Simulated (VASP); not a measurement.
A VASP 6.6.1 relaxation on PbSe

INCAR

```
LCHARG = .FALSE.
EDIFF = 1E-7
ALGO = Fast
LASPH = .TRUE.
NSW = 40
SIGMA = 0.02
PREC = Accurate
EDIFFG = -5E-3
ISIF = 3
NBANDS = 17
LREAL = .FALSE.
LWAVE = .FALSE.
GGA = PE
IBRION = 2
NELM = 92
NELECT = 19.5
ENCUT = 600
ISMEAR = -1
```

KPOINTS

```
KPOINTS created by Atomic Simulation Environment
0
Gamma
8 8 8
0 0 0
```

POSCAR

```
Pb Se
 1.0000000000000000
     0.0000000000000000    2.8250139999999999    2.8250139999999999
     2.8250139999999999    0.0000000000000000    2.8250139999999999
     2.8250139999999999    2.8250139999999999    0.0000000000000000
 Pb  Se
   1   1
Cartesian
  0.0000000000000000  0.0000000000000000  0.0000000000000000
  2.8250139999999999  2.8250139999999999  2.8250139999999999
```

The recommended PBE PAW datasets give the neutral cell 20 valence electrons.

Command

```
mpirun -np 1 vasp_std
```

OSZICAR

```
N       E                     dE             d eps       ncg     rms          rms(c)
DAV:   1     0.156133142371E+03    0.15613E+03   -0.97013E+03   986   0.131E+03
DAV:   2    -0.131406846183E+00   -0.15626E+03   -0.15016E+03  1014   0.333E+02
DAV:   3    -0.108483227413E+02   -0.10717E+02   -0.10556E+02  1301   0.914E+01
DAV:   4    -0.110790711624E+02   -0.23075E+00   -0.23052E+00  1187   0.137E+01
DAV:   5    -0.110866060760E+02   -0.75349E-02   -0.75345E-02  1473   0.249E+00    0.352E+00
RMM:   6    -0.110678132891E+02    0.18793E-01   -0.11538E-01  1011   0.308E+00    0.208E+00
RMM:   7    -0.110650694687E+02    0.27438E-02   -0.74058E-02  1003   0.153E+00    0.799E-01
RMM:   8    -0.110649630151E+02    0.10645E-03   -0.48764E-03  1005   0.960E-01    0.235E-01
RMM:   9    -0.110653395074E+02   -0.37649E-03   -0.16665E-03  1039   0.381E-01    0.581E-02
RMM:  10    -0.110654046133E+02   -0.65106E-04   -0.49334E-04  1071   0.233E-01    0.213E-02
...
RMM:   2    -0.110747035544E+02    0.33302E-01   -0.54282E-02  1026   0.356E+00    0.423E-01
RMM:   3    -0.110688145800E+02    0.58890E-02   -0.26163E-02  1002   0.212E+00    0.519E-02
RMM:   4    -0.110693249854E+02   -0.51041E-03   -0.50050E-03  1126   0.654E-01    0.644E-02
RMM:   5    -0.110693785122E+02   -0.53527E-04   -0.56006E-04  1112   0.252E-01    0.431E-02
RMM:   6    -0.110693875825E+02   -0.90703E-05   -0.16624E-04  1122   0.140E-01    0.134E-02
RMM:   7    -0.110693828072E+02    0.47754E-05   -0.38441E-05  1016   0.930E-02    0.362E-03
RMM:   8    -0.110693848200E+02   -0.20129E-05   -0.18420E-05  1275   0.409E-02    0.289E-03
RMM:   9    -0.110693850892E+02   -0.26920E-06   -0.95343E-07  1021   0.117E-02    0.126E-03
RMM:  10    -0.110693851623E+02   -0.73079E-07   -0.35980E-07   815   0.626E-03
   3 F= -.11069385E+02 E0= -.11068291E+02  d E =-.397955E-02
```

From OUTCAR

```
k-points           NKPTS =     29   k-points in BZ     NKDIM =     29   number of bands    NBANDS=     17

   NELECT =      19.5000    total number of electrons

   dimension x,y,z NGX =    32 NGY =   32 NGZ =   32
   dimension x,y,z NGXF=    64 NGYF=   64 NGZF=   64

  energy-cutoff  :      600.00
  volume of cell :       44.30
      direct lattice vectors                 reciprocal lattice vectors
     0.000000000  2.808489382  2.808489382    -0.178031650  0.178031650  0.178031650
     2.808489382  0.000000000  2.808489382     0.178031650 -0.178031650  0.178031650
     2.808489382  2.808489382 -0.000000000     0.178031650  0.178031650 -0.178031650

 k-points in reciprocal lattice and weights: KPOINTS created by Atomic Simulation Env
   0.00000000  0.00000000  0.00000000       0.002
   0.12500000  0.00000000  0.00000000       0.016
   0.25000000  0.00000000  0.00000000       0.016
   0.37500000  0.00000000  0.00000000       0.016
   0.50000000  0.00000000  0.00000000       0.008
   0.12500000  0.12500000  0.00000000       0.012
   0.25000000  0.12500000  0.00000000       0.047
   0.37500000  0.12500000  0.00000000       0.047
   ...

 E-fermi :   7.4324

 k-point     1 :       0.0000    0.0000    0.0000
  band No.  band energies     occupation
      1      -8.8402      2.00000
      2      -8.8402      2.00000
      3      -8.8177      2.00000
      4      -8.8177      2.00000
      5      -8.8177      2.00000
      6      -7.4913      2.00000
      7       2.9466      2.00000
      8       5.4749      2.00000
      9       5.4749      2.00000
     10       5.4749      2.00000
     11      14.0880      0.00000
     12      14.0880      0.00000
     13      14.0880      0.00000
     14      14.7552      0.00000
     15      14.7552      0.00000
     16      14.7552      0.00000
     17      16.2057      0.00000

 k-point     2 :       0.1250    0.0000    0.0000
  band No.  band energies     occupation
      1      -8.8497      2.00000
      2      -8.8497      2.00000
      3      -8.8178      2.00000
      4      -8.8072      2.00000
      5      -8.8072      2.00000
      6      -7.3167      2.00000
      7       1.9350      2.00000
      8       5.5460      2.00000
      9       5.5460      2.00000
     10       6.3081      2.00000
     11      12.5356      0.00000
     12      12.9903      0.00000
     13      12.9903      0.00000
     14      14.7509      0.00000
     15      15.2178      0.00000
     16      15.2178      0.00000
     17      17.8417      0.00000

 k-point     3 :       0.2500    0.0000    0.0000
  band No.  band energies     occupation
      1      -8.8765      2.00000
      2      -8.8765      2.00000
      3      -8.8200      2.00000
      4      -8.7780      2.00000
      5      -8.7780      2.00000
      6      -6.8216      2.00000
      7       0.2705      2.00000
      8       5.7485      2.00000
      9       5.7485      2.00000
     10       7.4140      1.42823
     11      10.8276      0.00000
     12      11.4455      0.00000
     13      11.4455      0.00000
     14      15.0393      0.00000
     15      16.1815      0.00000
     16      16.1815      0.00000
     17      20.6294      0.00000

 ...

  Total       -0.0005662     -0.0005662     -0.0005662      0.0000000      0.0000000      0.0000000
  in kB       -0.0204750     -0.0204750     -0.0204750      0.0000000      0.0000000      0.0000000
  external PRESSURE =      -0.0204750 kB  Pullay stress =       0.0000000 kB

 POSITION                                       TOTAL-FORCE (eV/Angst)
 -----------------------------------------------------------------------------------
      0.00000      0.00000     -0.00000        -0.000000      0.000000     -0.000000
      2.80849      2.80849      2.80849         0.000000     -0.000000      0.000000
 -----------------------------------------------------------------------------------
    total drift:                                0.000000     -0.000000     -0.000000

  FREE ENERGIE OF THE ION-ELECTRON SYSTEM (eV)
  ---------------------------------------------------
  free  energy   TOTEN  =       -11.0693851623 eV

  energy  without entropy=      -11.0671970090  energy(sigma->0) =      -11.06829109
```

```tsv
ionic step	ΔE (meV/atom)	volume (Å³)	largest force (eV/Å)	pressure (GPa)	electronic steps
1	0.0	45.09	0.000	-1.59	15
2	-0.5	43.64	0.000	1.48	11
3	-2.0	44.30	0.000	0.00	10
```

It converged. Results: relaxed cell vector lengths 3.972, 3.972, 3.972 Å; relaxed cell volume 44.30 Å³.

The cell is charged and sits in a uniform background.

For comparison, a separate PBE relaxation on usual settings, not on those above, ends at 60.12 Å³.

The run above took about 26 s on one core of a shared host (Intel Xeon 6975P-C) and held 0.2 GiB at most.
